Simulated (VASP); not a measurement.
A run of VASP 6.6.1 is set up as follows.

Contents of INCAR:

```
PREC = Accurate ; ENCUT = 520
EDIFF = 1E-7 ; ISMEAR = -1
SIGMA = 0.05 ; LREAL = False
LASPH = True ; NELM = 80
ALGO = Fast ; ISIF = 2
LWAVE = False ; LCHARG = False
GGA = PE
```

Contents of KPOINTS:

```
regular mesh
0
Gamma
  16 16 4
```

POSCAR

```
C
1.0
    2.4610000000      0.0000000000      0.0000000000
   -1.2305000000      2.1312885187      0.0000000000
    0.0000000000      0.0000000000      7.3788000000
C
4
Direct
    0.0000000000      0.0000000000      0.2500000000
    0.3333333333      0.6666666667      0.2500000000
    0.0000000000      0.0000000000      0.7500000000
    0.6666666667      0.3333333333      0.7500000000
```

Potentials or basis: VASP PAW PBE potentials, release 64 (C).

Run with:

```bash
$ cat potpaw_PBE.64/C/POTCAR > POTCAR
$ mpirun -np 1 vasp_std > vasp.out
```

Problem. Estimate the band gap on the k mesh.

Solution. 0.83 eV, direct.

Problem. What does it give for the pressure?

Solution. 2.4 GPa.

Stress tensor (GPa, compression positive):
```
3.03 0.00 0.00
0.00 3.03 0.00
0.00 0.00 1.01
```

Caveat: this functional lacks dispersion, which binds the layers, so the pressure and a relaxed spacing across them are unreliable. A k mesh can miss the band edges.
